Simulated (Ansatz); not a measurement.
Runs of Ansatz 0.2.0 on TaN. It takes space group P6_3/mmc (No. 194, hexagonal). Conventional cell: a = 2.922 Å, b = 2.922 Å, c = 5.917 Å, α = 90.00°, β = 90.00°, γ = 120.00°. Ta (site symmetry -3m) has 6 N at 2.24 Å as nearest neighbours. N (site symmetry -6m2) is surrounded by 6 Ta at 2.24 Å. The cell comes from a database or a generator and needn't be the stable form of this composition.

```csv
task,level,cell,smearing,gap on the mesh (eV),pressure (GPa),relaxed volume (Å³/atom)
single point,PBE,as given,gaussian 0.015 eV,none,-1.1,-
single point,PBE,as given,gaussian 0.013 eV,none,-1.1,-
relaxation of cell and atoms,PBEsol+D3(BJ),relaxed,fermi-dirac 0.05 eV,none,0.0,10.38
relaxation of cell and atoms,PBEsol+D4,relaxed,fermi-dirac 0.05 eV,none,0.0,(a)
single point,PBE,as given,gaussian 0.014 eV,none,-1.1,-
```

Alike in all rows: potentials or basis Ansatz PAW; no spin polarisation; k mesh 10 × 10 × 5; cutoff (eV) 420.

Fill in the values left out.

(a) 10.51.

Caveats: the plane-wave basis is chosen anew once the cell has moved, so the energies of steps on either side of that aren't comparable (some runs); pairwise dispersion overbinds metals, which lowers pressure and volume (some runs); the PAW data sets come from PBE, with cores solved anew for the run's functional, which leaves a small shift of forces and pressure (some runs).

A k mesh can miss the band edges, and the runs leave out spin-orbit coupling on Ta.

A gap of «none» marks a metal or a gap under the smearing width.
